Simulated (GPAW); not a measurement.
Wanted: an ASE script for a GPAW 26.7.0 run.

```yaml
Task: relaxation of cell and atoms
Functional: PBEsol
Potentials_or_basis: PAW data sets generated in the run's folder for this functional
Cutoff: 600 eV
Basis: pw
k_mesh: 10 × 10 × 10
Occupations: fermi-dirac, width 0.05 eV
Spin: no spin polarisation
Maxiter: 150
Optimizer: BFGS
Fmax: 0.02 eV/Å
Max_steps: 60
Convergence: density=1e-05 forces=0.0001
```

The system is As.

```xyz
1
Lattice="2.7037 0.0000 0.0000 0.0000 2.7037 0.0000 0.0000 0.0000 2.7037" Properties=species:S:1:pos:R:3 pbc="T T T"
As    1.3518    1.3518    1.3518
```

This isn't the form of As at room conditions, which is rhombohedral.

One way to write it, as run:

run.py

```python
from ase import Atoms
from ase.filters import FrechetCellFilter
from ase.io import write
from ase.optimize import BFGS
from gpaw import GPAW, PW, setup_paths

setup_paths.insert(0, '.')

atoms = Atoms(['As'],
              cell=[[2.7036817444, 0.0, 0.0],
                    [0.0, 2.7036817444, 0.0],
                    [0.0, 0.0, 2.7036817444]],
              scaled_positions=[[0.5, 0.5, 0.5]],
              pbc=True)

calc = GPAW(mode=PW(600),
            xc='PBEsol',
            kpts={'size': (10, 10, 10), 'gamma': True},
            occupations={'name': 'fermi-dirac', 'width': 0.05},
            nbands=9,
            convergence={'density': 1e-05, 'forces': 0.0001},
            maxiter=150,
            txt='gpaw.txt')
atoms.calc = calc
opt = BFGS(FrechetCellFilter(atoms), trajectory='relax.traj', logfile='-')
done = opt.run(fmax=0.02, steps=60)
calc.write('gs.gpw')
write('result.traj', atoms)
print('Converged:', done)
print('Cell:', atoms.cell.cellpar().round(4))
print('Volume:', round(atoms.get_volume(), 4))
print(atoms.get_scaled_positions().round(5))
```

Potentials or basis: PAW data sets generated in the run's folder for this functional, pw.

The run is started by

```bash
$ gpaw-setup -f PBEsol As
$ OMP_NUM_THREADS=1 python run.py
```

Results of the run:

```
Relaxed volume                         : 19.43 Å³/atom
Relaxed cell                           : a = 2.688 Å, b = 2.688 Å, c = 2.688 Å, α = 90.00°, β = 90.00°, γ = 90.00°
Space group after relaxing (to 0.05 Å) : Pm-3m (No. 221)
Energy gained by relaxing              : 1.5 meV/atom
Ionic steps                            : 3
Pressure after relaxing                : 0.0 GPa
Band gap on the k mesh                 : none (metal or under the smearing width)
```

Caveat: later steps reuse the first step's grids.

It took 11 s on 1 thread of Arm Neoverse V2, with other jobs on the host, peak memory 0.14 GiB.
